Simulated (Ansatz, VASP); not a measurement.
## One calculation of AlN, two programs

```
Al N
1.0
     0.00000    1.93279    1.93279
     1.93279    0.00000    1.93279
     1.93279    1.93279    0.00000
Al N
1 1
Cartesian
  1.9328 1.9328 1.9328
  0.0000 0.0000 0.0000
```

Change from the starting cell: strain -0.050 along x and y, -0.050 along z, atoms carried along.

Alike in both runs: task single point; functional r2SCAN; k mesh 10 × 10 × 10; occupations gaussian, width 0.05 eV; no spin polarisation.

|  | VASP | Ansatz |
| --- | --- | --- |
| version | VASP 6.6.1 | Ansatz 0.2.0 |
| potentials or method | VASP PAW PBE potentials, release 64 (Al, N) | scalar-relativistic, plane waves, PAW |
| plane-wave cutoff (eV) | 520 | 500 |
| valence electrons in the cell | 8 | 8 |

Ansatz gave:

* gap on the k mesh at the Fermi level (eV): 5.76
* least direct gap on the mesh (eV): 8.62
* pressure (GPa): 46.5

**Question.** Which values does VASP return?

**Answer.** gap on the k mesh at the Fermi level (eV): 5.72; least direct gap on the mesh (eV): 8.68; pressure (GPa): 45.7.

Caveats: so large a pressure means that the cell lies far from this level's equilibrium, or that cutoff or potentials fall short (VASP); the potentials were made for another functional, which shifts forces and pressure (VASP). A k mesh can miss the band edges.
